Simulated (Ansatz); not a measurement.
# SnO₂: hydrostatic pressure series

The calculation used DFT r2SCAN, scalar-relativistic, plane waves, PAW in Ansatz. Settings: 500 eV cutoff, 6×6×6 k-mesh, Gaussian smearing of 0.02 eV, no spin polarisation.

Reference structure (relaxed):

```yaml
crystal:
  lattice:
    - [-3.20056, 3.36552, 3.36553]
    - [3.20056, -3.36552, 3.36553]
    - [3.20056, 3.36552, -3.36553]
  atoms:
    - { symbol: Sn, position: [0.99997, 0.24997, 0.75000] }
    - { symbol: Sn, position: [0.00003, 0.75003, 0.25000] }
    - { symbol: Sn, position: [0.50000, 0.50000, 0.50000] }
    - { symbol: Sn, position: [0.50000, 0.00000, 0.00000] }
    - { symbol: O, position: [0.19410, 0.19413, 0.50003] }
    - { symbol: O, position: [0.69414, 0.75004, 0.94410] }
    - { symbol: O, position: [0.19410, 0.69407, 0.99997] }
    - { symbol: O, position: [0.30594, 0.75004, 0.55590] }
    - { symbol: O, position: [0.69406, 0.24996, 0.44410] }
    - { symbol: O, position: [0.30586, 0.24996, 0.05590] }
    - { symbol: O, position: [0.80590, 0.30593, 0.00003] }
    - { symbol: O, position: [0.80590, 0.80587, 0.49997] }
```

Cell and atoms are relaxed at each pressure within the symmetry of the start, at zero temperature, so transitions that lower the symmetry aren't seen. The k-mesh given is that at zero pressure and may differ at others. a, b and c are the lengths of the cell vectors above. Gaps are generalised Kohn–Sham gaps over the whole zone.

| P (GPa) | V (Å³/atom) | V/V0 | a (Å) | b (Å) | c (Å) |
| --- | --- | --- | --- | --- | --- |
| -3 | 12.27 | 1.016 | 5.766 | 5.766 | 5.766 |
| 0 | 12.08 | 1.000 | 5.736 | 5.736 | 5.736 |
| 3 | 11.92 | 0.986 | 5.709 | 5.709 | 5.709 |
| 8 | 11.66 | 0.965 | 5.667 | 5.667 | 5.667 |
| 15 | 11.35 | 0.939 | 5.615 | 5.615 | 5.615 |
| 30 | 10.81 | 0.894 | 5.524 | 5.524 | 5.524 |

Question: What bulk modulus and pressure derivative fit these points?

Answer: A third-order Birch–Murnaghan fit gives B0 = 205 GPa and B0' = 4.8.

Question: What does pressure do to the gap?

Answer: The gaps are 1.60 eV at -3 GPa, 1.77 eV at 0 GPa, 1.92 eV at 3 GPa, 2.17 eV at 8 GPa, 2.50 eV at 15 GPa, 3.12 eV at 30 GPa.